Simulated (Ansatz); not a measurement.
SnO2 in the fluorite structure, relaxed with r2SCAN in the PAW code Ansatz. It is cubic, Fm-3m (No. 225); conventional cell a = 5.067 Å, 10.84 Å³ an atom. Around Sn lie 8 O at 2.19 Å; around O lie 4 Sn at 2.19 Å.

The axes x, y and z are those of this cell:
```xyz
3
Lattice="0.0000 2.5335 2.5335 2.5335 0.0000 2.5335 2.5335 2.5335 0.0000" Properties=species:S:1:pos:R:3 pbc="T T T"
Sn    0.0000    0.0000    0.0000
O     1.2667    1.2667    1.2667
O     3.8002    3.8002    3.8002
```

Unstrained: The r2SCAN gap is indirect, 0.838 eV (W to Γ), below the direct gap of 2.269 eV at Γ. With HSE06 the valence top lies at W and the conduction bottom at Γ, 1.684 eV higher; the smallest vertical gap, at Γ, is 3.172 eV. Meshes: r2SCAN 8×8×8, HSE06 6×6×6. Strains are changes of length per length. After each strain the atoms were relaxed again with r2SCAN within the symmetry that the strain leaves, so tilts or polar shifts that break it weren't tested; points keep the names that they have in the unstrained zone. Simulation only: spin-unpolarised, and no claim that this is the phase found in nature.

(1) One strain changed the r2SCAN stress by xx -9.14, yy -9.14, zz -9.14 GPa (compression positive) and the gap by -0.457 eV (r2SCAN), -0.503 eV (HSE06). Which kind of strain was it, and roughly how large?

(2) Estimate what uniaxial +5.0 % along x, other directions held does to the gap.

(3) Apply isotropic -3.0 % on every length. How far does the gap move, against the unstrained cell?

(4) Estimate what epitaxial +1.5 % in the xy plane, free normal strain -0.30 % does to the gap.

(5) Apply uniaxial +3.0 % along z, other directions held. How far does the gap move, against the unstrained cell?

Results:

(1) Isotropic +1.5 % on every length. The pattern of the stress gives the kind; the size needs the stiffness, so it is an estimate.

(2) r2SCAN: the gap goes from 0.838 to 0.065 eV (-0.773 eV); so small a gap is at the limit of these settings. HSE06: the gap goes from 1.684 to 0.868 eV (-0.816 eV). The r2SCAN energy rises by 43.2 meV an atom.

(3) r2SCAN: the gap goes from 0.838 to 1.841 eV (+1.003 eV). HSE06: the gap goes from 1.684 to 2.777 eV (+1.093 eV). The r2SCAN energy rises by 70.0 meV an atom.

(4) r2SCAN: the gap goes from 0.838 to 0.483 eV (-0.355 eV); the edges go from W → Γ to (0.284, -1/2, -0.216) → Γ. HSE06: the gap goes from 1.684 to 1.310 eV (-0.374 eV); the edges go from W → Γ to (0.284, -1/2, -0.216) → Γ. The r2SCAN energy rises by 8.9 meV an atom.

(5) r2SCAN: the gap goes from 0.838 to 0.382 eV (-0.456 eV); the W points, equivalent before, split by 117 meV, and the valence top lies at those like (1/4, -1/4, -1/2). HSE06: the gap goes from 1.684 to 1.204 eV (-0.480 eV); the W points, equivalent before, split by 116 meV, and the valence top lies at those like (1/4, -1/4, -1/2). The r2SCAN energy rises by 16.1 meV an atom.

No spin-orbit coupling is included; it can move band edges with weight on the heavy atoms by tenths of an eV.

Where an edge lies off the special points, it is a point of the mesh or the k point where a search put PBE's edge or least direct gap, reused for the other functionals, whose own edges may lie a little apart.

Coordinates of k points refer to the reciprocal vectors of the primitive cell of the runs.

The meshes of the hybrids are coarse, so their gaps aren't converged to the digits shown.
